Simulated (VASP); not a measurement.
# Ag, relaxation of the cell: which settings are enough?

Ag, Fm-3m (no. 225), 1 atom in the cell. AM05; PAW potentials Ag (PBE set). VASP 6.6.1. The cell is changed on purpose: volume scaled by 1.03.

Wanted: cell volume within 1 %; lattice lengths within 0.4 %; shortest distances from each atom, periodic images included within 0.02 Å.

What the run is for: cell; Accuracy asked: screening.

The series start from Plane-wave cutoff (eV): 380; Smearing width (eV): 0.03; k-point mesh: 12 × 12 × 12; Relaxation passes: 2; Ionic threshold (EDIFFG): -0.005; Electronic threshold (eV): 1e-6; Precision mode (PREC): Accurate; Relaxation algorithm: IBRION=2 POTIM=0.5. Each series keeps the choices made before it, and each single choice may use up half of a tolerance. Times cover all steps of a run.

## Plane-wave cutoff (eV)

| Plane-wave cutoff (eV) | Cell volume (Å³) | Lattice lengths, largest deviation against the largest value | Shortest distances from each atom, periodic images included, largest deviation (Å) | Time (s) |
|---|---|---|---|---|
| 250 | 16.28 | 0.77 % | 0.022 | 24 |
| 290 | 16.67 | 0.02 % | 0.001 | 20 |
| 320 | 16.57 | 0.19 % | 0.006 | 25 |
| 380 | 16.57 | 0.19 % | 0.005 | 28 |
| 440 | 16.66 | 0.0091 % | 0.000 | 25 |
| 520 | 16.65 | 0.031 % | 0.001 | 34 |
| 650 (reference) | 16.66 | 0 % | 0.000 | 34 |

Chosen: 440, the loosest value from which every tighter one stays within half of the tolerance.

## Smearing width (eV)

| Smearing width (eV) | Cell volume (Å³) | Lattice lengths, largest deviation against the largest value | Shortest distances from each atom, periodic images included, largest deviation (Å) | Time (s) |
|---|---|---|---|---|
| 0.15 | 16.67 | 0.0014 % | 0.000 | 26 |
| 0.1 | 16.67 | 0.0052 % | 0.000 | 26 |
| 0.07 | 16.66 | 0.0077 % | 0.000 | 28 |
| 0.05 | 16.66 | 0.0098 % | 0.000 | 28 |
| 0.03 | 16.66 | 0.017 % | 0.000 | 25 |
| 0.02 (reference) | 16.67 | 0 % | 0.000 | 24 |

Chosen: 0.15.

## k-point mesh

| k-point mesh | Cell volume (Å³) | Lattice lengths, largest deviation against the largest value | Shortest distances from each atom, periodic images included, largest deviation (Å) | Time (s) |
|---|---|---|---|---|
| 5 × 5 × 5 | 16.52 | 0.26 % | 0.007 | 13 |
| 6 × 6 × 6 | 16.8 | 0.3 % | 0.009 | 13 |
| 8 × 8 × 8 | 16.74 | 0.18 % | 0.005 | 16 |
| 10 × 10 × 10 | 16.69 | 0.083 % | 0.002 | 20 |
| 12 × 12 × 12 | 16.67 | 0.044 % | 0.001 | 26 |
| 15 × 15 × 15 (reference) | 16.65 | 0 % | 0.000 | 36 |

Chosen: 10 × 10 × 10.

## Relaxation passes

| Relaxation passes | Cell volume (Å³) | Lattice lengths, largest deviation against the largest value | Shortest distances from each atom, periodic images included, largest deviation (Å) | Time (s) |
|---|---|---|---|---|
| 1 | 16.7 | 0.028 % | 0.001 | 14 |
| 2 | 16.69 | 0 % | 0.000 | 20 |
| 3 (reference) | 16.69 | 0 % | 0.000 | 25 |

Chosen: 1.

## Ionic threshold (EDIFFG)

| Ionic threshold (EDIFFG) | Cell volume (Å³) | Lattice lengths, largest deviation against the largest value | Shortest distances from each atom, periodic images included, largest deviation (Å) | Time (s) |
|---|---|---|---|---|
| -0.05 | 16.7 | 0.0028 % | 0.000 | 15 |
| -0.02 | 16.7 | 0.0028 % | 0.000 | 15 |
| -0.01 | 16.7 | 0.0028 % | 0.000 | 14 |
| -0.005 | 16.7 | 0.0028 % | 0.000 | 14 |
| -0.002 (reference) | 16.7 | 0 % | 0.000 | 20 |

Chosen: -0.05.

## Electronic threshold (eV)

| Electronic threshold (eV) | Cell volume (Å³) | Lattice lengths, largest deviation against the largest value | Shortest distances from each atom, periodic images included, largest deviation (Å) | Time (s) |
|---|---|---|---|---|
| 0.0001 | 16.71 | 0.017 % | 0.001 | 11 |
| 1e-5 | 16.7 | 0.0042 % | 0.000 | 13 |
| 1e-6 | 16.7 | 0 % | 0.000 | 15 |
| 1e-7 (reference) | 16.7 | 0 % | 0.000 | 15 |

Chosen: 0.0001.

## Precision mode (PREC)

| Precision mode (PREC) | Cell volume (Å³) | Lattice lengths, largest deviation against the largest value | Shortest distances from each atom, periodic images included, largest deviation (Å) | Time (s) |
|---|---|---|---|---|
| Normal | 16.71 | 0 % | 0.000 | 8.1 |
| Accurate (reference) | 16.71 | 0 % | 0.000 | 11 |

Chosen: Normal.

## Relaxation algorithm

| Relaxation algorithm | Cell volume (Å³) | Lattice lengths, largest deviation against the largest value | Shortest distances from each atom, periodic images included, largest deviation (Å) | Time (s) |
|---|---|---|---|---|
| IBRION=2 POTIM=0.5 | 16.71 | 0 % | 0.000 | 8.1 |
| IBRION=2 POTIM=0.2 | 16.62 | 0.19 % | 0.005 | 7.9 |
| IBRION=1 POTIM=0.5 | 16.7 | 0.017 % | 0.000 | 7.7 |
| IBRION=1 POTIM=0.2 | 16.62 | 0.17 % | 0.005 | 7.6 |

Chosen: IBRION=2 POTIM=0.5; no other choice that stays within half of the tolerance saves 30 % of the time.

## All choices together

| Input | Cell volume (Å³) | Lattice lengths, largest deviation against the largest value | Shortest distances from each atom, periodic images included, largest deviation (Å) | Time (s) |
|---|---|---|---|---|
| the program's defaults (naive) | 16.42 | 0.43 % | 0.012 | 3.5 |
| chosen settings | 16.71 | 0.16 % | 0.004 | 8.1 |
| reference settings throughout | 16.63 | 0 % | 0.000 | 68 |

The tolerance is met.

Values of the reference run: Lattice lengths: 2.865, 2.865, 2.865 Å; Shortest distances from each atom, periodic images included: 2.865, 2.865, 2.865, 2.865 Å.

## The input

INCAR.step1:
```
SYSTEM = Ag
GGA      = AM             ! functional
ISMEAR   = -1             ! smearing method
SIGMA    = 0.15           ! smearing width, eV
LWAVE    = .FALSE.        ! write WAVECAR
LCHARG   = .FALSE.        ! write CHGCAR
NSW      = 80             ! ionic steps
PREC     = Normal         ! precision mode
LASPH    = .TRUE.         ! aspherical terms in the spheres
LREAL    = .FALSE.        ! projectors in reciprocal space
ALGO     = Normal         ! electronic algorithm
EDIFF    = 1E-4           ! SCF threshold, eV
NELM     = 120            ! most SCF steps
GGA_COMPAT= .FALSE.      
IBRION   = 2              ! ionic algorithm
ISIF     = 3              ! what is computed and relaxed
EDIFFG   = -0.05          ! ionic threshold
NELMIN   = 4            
ENCUT    = 440            ! plane-wave cutoff, eV
POTIM    = 0.5            ! step
```

INCAR.step2, as INCAR.step1 but for:
```
- NSW = 80
- IBRION = 2
- ISIF = 3
- EDIFFG = -0.05
- NELMIN = 4
- POTIM = 0.5
+ ISIF = 2
```

KPOINTS:
```
Automatic mesh
0
Gamma
  10 10 10
  0 0 0
```

POSCAR.step1:
```
Ag
1.0
    0.0000000000      2.0629765630      2.0629765630
    2.0629765630      0.0000000000      2.0629765630
    2.0629765630      2.0629765630      0.0000000000
Ag
1
Direct
    0.0000000000      0.0000000000      0.0000000000
```

Commands (each step's output is kept before the next begins):
```
cat potpaw_PBE.64/Ag/POTCAR > POTCAR
cp INCAR.step1 INCAR
cp POSCAR.step1 POSCAR
mpirun -np 1 vasp_std > vasp.out
cp CONTCAR POSCAR
cp INCAR.step2 INCAR
mpirun -np 1 vasp_std > vasp.out
```

The chosen input took VASP 6.6.1 8.1 s on 1 core (AMD EPYC 9R45 (Zen 5)), a shared host.

## An input that fails: too few ionic steps

It gives no converged result.

Changes against the starting input:
```
- NSW = 80
- NELM = 120
+ NSW = 2
+ NELM = 54
```
